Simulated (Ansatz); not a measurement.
ZrS$_{2}$, DFT, PBE, all-electron PAW with datasets made for the crystal, scalar-relativistic (Ansatz 0.2.0), run on 1 thread of Arm Neoverse V2 on a shared host.

The cell is COD entry 5910006, as deposited and not checked against the literature; nothing was relaxed. The listed cell was then made from it by scaling, straining or moving an atom.

Command: `ansatz run input.yaml --threads 1 --pin off --max-ram 4096MiB --backend cpu --events-out ev --progress --plain --runs-dir out`

```yaml
crystal:
  lattice:
    - [3.5573990598, 0.0, 0.0]
    - [-1.7786995299, 3.0807979571, 0.0]
    - [0.0, 0.0, 5.85]
  atoms:
    - { symbol: Zr, position: [0.0, 0.0, 0.0] }
    - { symbol: S, position: [0.3333333333, 0.6666666667, 0.2492] }
    - { symbol: S, position: [0.6666666667, 0.3333333333, 0.7508] }
kpoints:
  mp_grid: { grid: [10, 10, 5] }
scf:
  occupations: { method: fermi_dirac, width: 0.01 }
hamiltonian:
  xc: pbe
  pseudopotentials: { kind: all_electron, datasets: crystal }
output:
  forces: true
  stress: true
  eigenvalues: true
  efg: { contact_densities: true }
```

(1) How large is the problem that the program sets up?

(2) About how long does it take, and how much memory does it use?

(3) And the same cell and mesh by PAW with the default files, asked for forces, stress, eigenvalues, efg, on the same hardware?

Results:

(1) 58 irreducible k-points, 603 plane waves at Γ, 16 bands.

(2) 8.6 s of wall time for 9 SCF iterations, with a peak of 0.51 GiB. Times on shared machines scatter by tens of per cent.

(3) 4.1 s, peak memory 0.39 GiB.
